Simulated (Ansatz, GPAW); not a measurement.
## FeO: 3 runs at one level of theory

```
Fe O
1.0
    -1.60210    1.60210    2.08339
     1.60210   -1.60210    2.08339
     1.60210    1.60210   -2.08339
Fe O
1 1
Cartesian
  -0.0004 -0.0122 0.0163
  0.0234 0.0239 2.0687
```

The cell comes from a database or a generator and needn't be the stable form of this composition.

Atoms were shifted at random by some hundredths of an Å from the given cell, which wasn't relaxed again for these runs.

Alike in all runs: task single point; functional PBEsol; k mesh 12 × 12 × 12; occupations fermi-dirac, width 0.05 eV; collinear spin, ferromagnetic start; no spin-orbit coupling. A missing gap at this level doesn't show that the real crystal is a metal. Pressure is positive in compression and, in plane waves, holds the error of the finite cutoff, which Ansatz's Pulay term estimates and takes out.

| program and potentials | plane-wave cutoff (eV) | notes | band gap (eV) | pressure (GPa) | net moment per atom (μB) | largest force (eV/Å) |
| --- | --- | --- | --- | --- | --- | --- |
| Ansatz, Ansatz PAW | 420 | potentials made for PBE, which Ansatz adapts in part; 11 valence electrons an atom on average | ? | ? | ? | ? |
| Ansatz, all-electron LAPW, scalar-relativistic | - | - | no gap | -16.00 | 2.00 | 0.146 |
| GPAW, PAW data sets generated for this functional | 800 | 7 valence electrons an atom on average | no gap | -14.86 | 2.00 | 0.176 |

Task: Estimate from the other rows what the run with Ansatz, Ansatz PAW gave.

Result: No band gap; pressure -15.97 GPa; net moment per atom 2.00 μB; largest force 0.146 eV/Å. Its pressure holds a Pulay term of +0.66 GPa. The other rows, which needn't bracket it: pressure -16.00 to -14.86; net moment per atom 2.00; largest force 0.146 to 0.176.
